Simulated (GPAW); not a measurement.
# NiO (Fm-3m) in GPAW: settings compared, part 2 of 3

GPAW 26.7.0. The steps go on from the part before.

## (3) Band structure, LDA, collinear spin, ferromagnetic start

File run.py:

```python
import spglib
from ase import Atoms
from ase.dft.bandgap import bandgap
from ase.io import read, write
from ase.units import GPa
from gpaw import GPAW, PW, setup_paths

setup_paths.insert(0, '.')

atoms = read('NiO.cif')
cell, positions, numbers = spglib.find_primitive(
    (atoms.cell[:], atoms.get_scaled_positions(), atoms.numbers), symprec=1e-4)
atoms = Atoms(numbers, cell=cell, scaled_positions=positions, pbc=True)
atoms.set_initial_magnetic_moments([1.0, 0.0])

calc = GPAW(mode=PW(800),
            xc='LDA',
            kpts={'size': (8, 8, 8), 'gamma': True},
            occupations={'name': 'fermi-dirac', 'width': 0.05},
            nbands=22,
            convergence={'density': 1e-05, 'energy': 1e-05},
            maxiter=150,
            txt='gpaw.txt')
atoms.calc = calc
energy = atoms.get_potential_energy()
forces = atoms.get_forces()
stress = atoms.get_stress()
calc.write('gs.gpw')
write('result.traj', atoms)
print(f'Energy: {energy:.6f} eV')
print('Forces (eV/A):')
print(forces.round(4))
print('Stress (GPa):', (stress / GPa).round(3))
print('Moments:', calc.get_magnetic_moments().round(3))
print('Fermi level:', round(calc.get_fermi_level(), 4), 'eV')
print(f'Gap: {bandgap(calc)[0]:.4f} eV, direct: {bandgap(calc, direct=True)[0]:.4f} eV')

path = atoms.cell.bandpath('GXWKGLUWLK,UX', npoints=60, eps=1e-4)
bs_calc = calc.fixed_density(kpts=path, symmetry='off', nbands=31,
                             convergence={'bands': 'CBM+6.0', 'eigenstates': 1e-6}, txt='bands.txt')
bs = bs_calc.band_structure()
bs.write('bs.json')
print(f'Gap on the path: {bandgap(bs_calc)[0]:.4f} eV')
```

File NiO.cif:

```cif
data_NiO
_cell_length_a 4.17180328
_cell_length_b 4.17180328
_cell_length_c 4.17180328
_cell_angle_alpha 90.00000000
_cell_angle_beta 90.00000000
_cell_angle_gamma 90.00000000
_space_group_name_H-M_alt 'Fm-3m'
_space_group_name_Hall '-F 4 2 3'
_space_group_IT_number 225
loop_
_space_group_symop_operation_xyz
'x,y,z'
'-x,-y,-z'
'-y,x,z'
'y,-x,-z'
'-x,-y,z'
'x,y,-z'
'y,-x,z'
'-y,x,-z'
'x,-y,-z'
'-x,y,z'
'-y,-x,-z'
'y,x,z'
'-x,y,-z'
'x,-y,z'
'y,x,-z'
'-y,-x,z'
'z,x,y'
'-z,-x,-y'
'z,-y,x'
'-z,y,-x'
'z,-x,-y'
'-z,x,y'
'z,y,-x'
'-z,-y,x'
'-z,x,-y'
'z,-x,y'
'-z,-y,-x'
'z,y,x'
'-z,-x,y'
'z,x,-y'
'-z,y,x'
'z,-y,-x'
'y,z,x'
'-y,-z,-x'
'x,z,-y'
'-x,-z,y'
'-y,z,-x'
'y,-z,x'
'-x,z,y'
'x,-z,-y'
'-y,-z,x'
'y,z,-x'
'-x,-z,-y'
'x,z,y'
'y,-z,-x'
'-y,z,x'
'x,-z,y'
'-x,z,-y'
'x,y+1/2,z+1/2'
'-x,-y+1/2,-z+1/2'
'-y,x+1/2,z+1/2'
'y,-x+1/2,-z+1/2'
[... 63 lines left out ...]
'-z+1/2,y,-x+1/2'
'z+1/2,-x,-y+1/2'
'-z+1/2,x,y+1/2'
'z+1/2,y,-x+1/2'
'-z+1/2,-y,x+1/2'
'-z+1/2,x,-y+1/2'
'z+1/2,-x,y+1/2'
'-z+1/2,-y,-x+1/2'
'z+1/2,y,x+1/2'
'-z+1/2,-x,y+1/2'
'z+1/2,x,-y+1/2'
'-z+1/2,y,x+1/2'
'z+1/2,-y,-x+1/2'
'y+1/2,z,x+1/2'
'-y+1/2,-z,-x+1/2'
'x+1/2,z,-y+1/2'
'-x+1/2,-z,y+1/2'
'-y+1/2,z,-x+1/2'
'y+1/2,-z,x+1/2'
'-x+1/2,z,y+1/2'
'x+1/2,-z,-y+1/2'
'-y+1/2,-z,x+1/2'
'y+1/2,z,-x+1/2'
'-x+1/2,-z,-y+1/2'
'x+1/2,z,y+1/2'
'y+1/2,-z,-x+1/2'
'-y+1/2,z,x+1/2'
'x+1/2,-z,y+1/2'
'-x+1/2,z,-y+1/2'
'x+1/2,y+1/2,z'
'-x+1/2,-y+1/2,-z'
'-y+1/2,x+1/2,z'
'y+1/2,-x+1/2,-z'
'-x+1/2,-y+1/2,z'
'x+1/2,y+1/2,-z'
'y+1/2,-x+1/2,z'
'-y+1/2,x+1/2,-z'
'x+1/2,-y+1/2,-z'
'-x+1/2,y+1/2,z'
'-y+1/2,-x+1/2,-z'
'y+1/2,x+1/2,z'
'-x+1/2,y+1/2,-z'
'x+1/2,-y+1/2,z'
'y+1/2,x+1/2,-z'
'-y+1/2,-x+1/2,z'
'z+1/2,x+1/2,y'
'-z+1/2,-x+1/2,-y'
'z+1/2,-y+1/2,x'
'-z+1/2,y+1/2,-x'
'z+1/2,-x+1/2,-y'
'-z+1/2,x+1/2,y'
'z+1/2,y+1/2,-x'
'-z+1/2,-y+1/2,x'
'-z+1/2,x+1/2,-y'
'z+1/2,-x+1/2,y'
'-z+1/2,-y+1/2,-x'
'z+1/2,y+1/2,x'
'-z+1/2,-x+1/2,y'
'z+1/2,x+1/2,-y'
'-z+1/2,y+1/2,x'
'z+1/2,-y+1/2,-x'
'y+1/2,z+1/2,x'
'-y+1/2,-z+1/2,-x'
'x+1/2,z+1/2,-y'
'-x+1/2,-z+1/2,y'
'-y+1/2,z+1/2,-x'
'y+1/2,-z+1/2,x'
'-x+1/2,z+1/2,y'
'x+1/2,-z+1/2,-y'
'-y+1/2,-z+1/2,x'
'y+1/2,z+1/2,-x'
'-x+1/2,-z+1/2,-y'
'x+1/2,z+1/2,y'
'y+1/2,-z+1/2,-x'
'-y+1/2,z+1/2,x'
'x+1/2,-z+1/2,y'
'-x+1/2,z+1/2,-y'
loop_
_atom_site_label
_atom_site_type_symbol
_atom_site_symmetry_multiplicity
_atom_site_Wyckoff_symbol
_atom_site_fract_x
_atom_site_fract_y
_atom_site_fract_z
_atom_site_occupancy
Ni1 Ni 4 a 0.0000000000 0.0000000000 0.0000000000 1
O1 O 4 b 0.5000000000 0.0000000000 0.0000000000 1
```

Potentials or basis: PAW data sets generated in the run's folder for this functional, pw.

On the command line:

```console
$ gpaw-setup -f LDA Ni O
$ OMP_NUM_THREADS=1 python run.py
```

gpaw.txt:

```text
__  _  _
 | _ |_)|_||  |
 |__||  | ||/\| - 26.7.0

Input parameters:
  mode=PW(ecut=800.0),
  convergence={'density': 1e-05, 'energy': 1e-05},
  kpts=MonkhorstPack(size=(8, 8, 8), gamma=True),
  maxiter=150,
  nbands=22,
  occupations=Occupations(name='fermi-dirac', width=0.05),
  xc=XC(name='LDA')

Diagonalizing LCAO Hamiltonian
Converting LCAO to pw mode

              O

       Ni

Atoms  # Å, Bohr magnetons
|   | symbol |        x |        y |        z |    initial magnetic moments |
|---|--------|----------|----------|----------|-----------------------------|
| 0 |     Ni | 0.000000 | 0.000000 | 0.000000 | ( 0.0000,  0.0000,  1.0000) |
| 1 |      O | 2.085902 | 2.085902 | 2.085902 | ( 0.0000,  0.0000,  0.0000) |

Unit cell  # Å
| periodic |        x |        y |        z |  lengths |    angles |
|----------|----------|----------|----------|----------|-----------|
|      yes | 0.000000 | 2.085902 | 2.085902 | 2.949910 | 60.000000 |
|      yes | 2.085902 | 0.000000 | 2.085902 | 2.949910 | 60.000000 |
|      yes | 2.085902 | 2.085902 | 0.000000 | 2.949910 | 60.000000 |

Number of symmetries: 48
Symmetry operations  # r_c * U_cc + t_c -> r_c
|    | kind |            matrix            |
|----|------|------------------------------|
|  0 |  σ   |  1, 0, 0,  1, 0,-1,  1,-1, 0 |
|  1 |  C2  |  1, 0, 0,  1,-1, 0,  1, 0,-1 |
|  2 |  E   |  1, 0, 0,  0, 1, 0,  0, 0, 1 |
|  3 |  σ   |  1, 0, 0,  0, 0, 1,  0, 1, 0 |
|  4 |  C4  |  1, 0,-1,  1, 0, 0,  1,-1, 0 |
|  5 |  S6  |  1, 0,-1,  1,-1, 0,  1, 0, 0 |
|  6 |  σ   |  1, 0,-1,  0, 1,-1,  0, 0,-1 |
|  7 |  C3  |  1, 0,-1,  0, 0,-1,  0, 1,-1 |
|  8 |  S6  |  1,-1, 0,  1, 0, 0,  1, 0,-1 |
|  9 |  C4  |  1,-1, 0,  1, 0,-1,  1, 0, 0 |
| 10 |  C3  |  1,-1, 0,  0,-1, 1,  0,-1, 0 |
| 11 |  σ   |  1,-1, 0,  0,-1, 0,  0,-1, 1 |
| 12 |  σ   |  0, 1, 0,  1, 0, 0,  0, 0, 1 |
| 13 |  C4  |  0, 1, 0,  0, 1,-1, -1, 1, 0 |
| 14 |  C3  |  0, 1, 0,  0, 0, 1,  1, 0, 0 |
| 15 |  S6  |  0, 1, 0, -1, 1, 0,  0, 1,-1 |
| 16 |  C2  |  0, 1,-1,  1, 0,-1,  0, 0,-1 |
| 17 |  σ   |  0, 1,-1,  0, 1, 0, -1, 1, 0 |
| 18 |  S4  |  0, 1,-1,  0, 0,-1,  1, 0,-1 |
| 19 |  C4  |  0, 1,-1, -1, 1, 0,  0, 1, 0 |
| 20 |  C3  |  0, 0, 1,  1, 0, 0,  0, 1, 0 |
| 21 |  σ   |  0, 0, 1,  0, 1, 0,  1, 0, 0 |
| 22 |  S6  |  0, 0, 1,  0,-1, 1, -1, 0, 1 |
| 23 |  C4  |  0, 0, 1, -1, 0, 1,  0,-1, 1 |
| 24 |  S4  |  0, 0,-1,  1, 0,-1,  0, 1,-1 |
[... 139 lines left out ...]
occupation numbers:
  Fermi-Dirac:
    width: 0.0500  # eV

poisson solver:
  ecut: 6400.0  # eV

xc functional:
  name: None

convergence criteria:
- Maximum integral of absolute [dens]ity change: 1e-05 electrons / valence electron
- Maximum [total energy] change in last 3 cyles: 1e-05 eV / valence electron
- Maximum integral of absolute [eigenst]ate change: 4e-08 eV^2 / valence electron
maximum number of iterations: 150

SCF iterations
|iter     | |      energy | eigst |  dens |  magmom |
|---------|-|-------------|-------|-------|---------|
|iter:   1| |  -15.590151 | +0.17 |       |  +1.0003|
|iter:   2| |  -15.491723 | -2.32 | -1.14 |  +0.9899|
|iter:   3| |  -15.232999 | -2.43 | -1.18 |  +0.8342|
|iter:   4| |  -15.275811 | -2.89 | -1.69 |  +0.7952|
|iter:   5| |  -15.207535 | -3.43 | -1.60 |  +0.7708|
|iter:   6| |  -15.209036 | -4.55 | -2.07 |  +0.7261|
|iter:   7| |  -15.208983 | -6.10 | -2.79 |  +0.7212|
|iter:   8| |  -15.208972c| -6.76 | -3.18 |  +0.7158|
|iter:   9| |  -15.208963c| -7.93c| -3.78 |  +0.7145|
|iter:  10| |  -15.208951c| -8.09c| -4.07 |  +0.7130|
|iter:  11| |  -15.208949c| -8.00c| -4.49 |  +0.7127|
|iter:  12| |  -15.208948c| -7.63c| -4.88 |  +0.7126|
|iter:  13| |  -15.208948c| -9.17c| -5.79c|  +0.7126|

Converged in 13 steps
Energy contributions relative to reference atoms: (reference = -43328.503938)

Energy contributions:
  Kinetic:          18.147124
  Coulomb:         -15.671831
  Zero:              0.211632
  External:          0.000000
  Xc:              -17.889437
  Entropy:          -0.012873
  Spinorbit:         0.000000
  ----------------------------
  Free energy:     -15.215385
  Extrapolated:    -15.208948

dipole moment: (-8.400029, -8.400029, -8.400029)  # |e|*Ang

Total magnetic moment: (0.000000, 0.000000, 0.712575)

Local magnetic moments
|        x |        y |        z |
|----------|----------|----------|
| 0.000000 | 0.000000 | 0.599372 |  # Ni   0
| 0.000000 | 0.000000 | 0.079030 |  # O    1

Fermi level: 7.608
Eigenvalues  # (at kpt = [0.000, 0.000, 0.000])
| band index |      eig [eV] | occ [0-1] |      eig [eV] | occ [0-1] |
|------------|---------------|-----------|---------------|-----------|
|          0 |       -55.794 |     1.000 |       -55.113 |     1.000 |
|        ... |               |           |               |           |
|          4 |         4.360 |     1.000 |         4.552 |     1.000 |
|          5 |         4.360 |     1.000 |         4.552 |     1.000 |
|          6 |         4.360 |     1.000 |         4.552 |     1.000 |
|          7 |         5.551 |     1.000 |         5.962 |     1.000 |
|          8 |         5.551 |     1.000 |         5.962 |     1.000 |
|          9 |         5.551 |     1.000 |         5.962 |     1.000 |
[... 8 lines left out ...]
|         18 |        29.565 |     0.000 |        29.751 |     0.000 |
|         19 |        29.565 |     0.000 |        29.751 |     0.000 |
|        ... |               |           |               |           |
|         21 |        33.341 |     0.000 |        33.591 |     0.000 |

No gap
No difference between direct/indirect transitions

Forces  # eV/Ang
|        x |       y |        z |
|----------|---------|----------|
| -0.00000 | 0.00000 | -0.00000 |  # Ni   0
|  0.00000 | 0.00000 | -0.00000 |  # O    1

Stress tensor  # eV/Ang^3
|         x |         y |         z |
|-----------|-----------|-----------|
|  0.097653 |  0.000000 | -0.000000 |
|  0.000000 |  0.097653 | -0.000000 |
| -0.000000 | -0.000000 |  0.097653 |

# Writing to gs.gpw (mode='')
```

Run time: 37 s. Hardware: 1 thread of AMD EPYC 7B13 (Zen 3), shared host; peak memory 0.26 GiB.

Results:

* Free energy: -15.2154 eV
* Pressure: -15.6 GPa
* Band gap along the path: none (metal or under the smearing width)
* Net moment: 0.71 μB per cell
* Site moments: Ni +0.60; O +0.08 μB

Levels at the corners of the path, in eV from the Fermi level:
Spin up:
```tsv
point	band 8	band 9	band 10	band 11	band 12	band 13
Γ	-2.06	-2.06	-2.06	-2.05	-2.05	1.49
X	-3.06	-1.65	-1.06	-0.91	-0.91	6.04
W	-1.34	-1.34	-1.20	-0.91	-0.34	8.35
K	-1.97	-1.06	-0.86	-0.86	-0.32	7.66
Γ	-2.06	-2.06	-2.06	-2.05	-2.05	1.49
L	-1.22	-1.22	-0.81	1.02	1.02	5.42
U	-1.97	-1.06	-0.86	-0.86	-0.32	7.66
W	-1.34	-1.34	-1.20	-0.91	-0.34	8.35
L	-1.22	-1.22	-0.81	1.02	1.02	5.42
K	-1.97	-1.06	-0.86	-0.86	-0.32	7.66
U	-1.97	-1.06	-0.86	-0.86	-0.32	7.66
X	-3.06	-1.65	-1.06	-0.91	-0.91	6.04
```
Spin down:
```csv
point,band 7,band 8,band 9,band 10,band 11,band 12,band 13
Γ,-3.06,-1.65,-1.65,-1.65,-1.25,-1.25,1.63
X,-4.37,-2.70,-0.81,-0.45,-0.45,-0.23,6.21
W,-5.70,-0.92,-0.92,-0.45,-0.37,0.41,8.56
K,-4.96,-1.55,-0.60,-0.42,-0.08,0.41,7.84
Γ,-3.06,-1.65,-1.65,-1.65,-1.25,-1.25,1.63
L,-5.34,-0.74,-0.74,-0.38,1.68,1.68,5.51
U,-4.96,-1.55,-0.60,-0.42,-0.08,0.41,7.84
W,-5.70,-0.92,-0.92,-0.45,-0.37,0.41,8.56
L,-5.34,-0.74,-0.74,-0.38,1.68,1.68,5.51
K,-4.96,-1.55,-0.60,-0.42,-0.08,0.41,7.84
U,-4.96,-1.55,-0.60,-0.42,-0.08,0.41,7.84
X,-4.37,-2.70,-0.81,-0.45,-0.45,-0.23,6.21
```

Caveat: the stock nickel data set gives pressures a few GPa off other programs; so large a pressure means that the cell lies far from this level's equilibrium, or that cutoff or potentials fall short; a cell with one magnetic atom can't hold antiferromagnetic order, which such compounds often take; semilocal functionals often make such compounds metallic where correlation or magnetic order opens a gap, which also shifts bond lengths.

(Part 2 of 3 ends here.)
